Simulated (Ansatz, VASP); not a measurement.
**CdInS2 in VASP and in Ansatz**

File INCAR:

```
PREC = Accurate
ENCUT = 520
EDIFF = 1E-6
ISMEAR = 0
SIGMA = 0.05
LREAL = F
LASPH = T
NELM = 80
ALGO = Normal
ISIF = 2
LWAVE = F
LCHARG = T
GGA = PS
LELF = T
LVHAR = T
NBANDS = 26
```

File KPOINTS:

```
regular mesh
0
Gamma
  8 8 4
```

File POSCAR:

```
CdInS2
1.0
    3.8694961422      0.0000000000      0.0000000000
   -1.9347480711      3.3510819590      0.0000000000
    0.0000000000      0.0000000000      6.8105290000
In Cd S
1 1 2
Direct
    0.0000000000      0.0000000000      0.5000000000
    0.0000000000      0.0000000000      0.0000000000
    0.3333333333      0.6666666667      0.2449510000
    0.6666666667      0.3333333333      0.7550490000
```

The input input.yaml:

```yaml
crystal:
  lattice:
    - [3.8694961422, 0.0, 0.0]
    - [-1.9347480711, 3.351081959, 0.0]
    - [0.0, 0.0, 6.810529]
  atoms:
    - { symbol: In, position: [0.0, 0.0, 0.5] }
    - { symbol: Cd, position: [0.0, 0.0, 0.0] }
    - { symbol: S, position: [0.3333333333, 0.6666666667, 0.244951] }
    - { symbol: S, position: [0.6666666667, 0.3333333333, 0.755049] }
kpoints:
  mp_grid: { grid: [8, 8, 4] }
scf:
  occupations: { method: gaussian, width: 0.05 }
hamiltonian:
  xc: pbesol
  pseudopotentials: { kind: all_electron, lapw: { basis_error: 0.002 } }
output:
  forces: true
  stress: true
  eigenvalues: true
```

The cell comes from a database or a generator and needn't be the stable form of this composition.

Alike in both runs: task single point; functional PBEsol; k mesh 8 × 8 × 4; occupations gaussian, width 0.05 eV; no spin polarisation.

|  | VASP | Ansatz |
| --- | --- | --- |
| version | VASP 6.6.1 | Ansatz 0.2.0 |
| potentials or method | VASP PAW PBE potentials, release 64 (In_d, Cd, S) | all-electron LAPW, scalar-relativistic |
| plane-wave cutoff (eV) | 520 | see its input |

Ansatz gave:

```
gap on the k mesh at the Fermi level (eV)       : none
pressure (GPa)                                  : -3.7
largest component of the traceless stress (GPa) : 0.14
rms of the force components (eV/Å)              : 0.029
```

Q: Estimate VASP's values.

A: gap on the k mesh at the Fermi level (eV): none; pressure (GPa): -3.5; largest component of the traceless stress (GPa): 0.11; rms of the force components (eV/Å): 0.019.

Atom by atom the forces differ by 0.010 eV/Å (rms over components). A gap of «none» marks a metal or a gap that the smearing closes. Ansatz ran all-electron here, so the differences hold the error of VASP's frozen core and of both bases.

Caveats: the PAW data sets were made with another functional, which shifts forces and pressure a little (VASP).
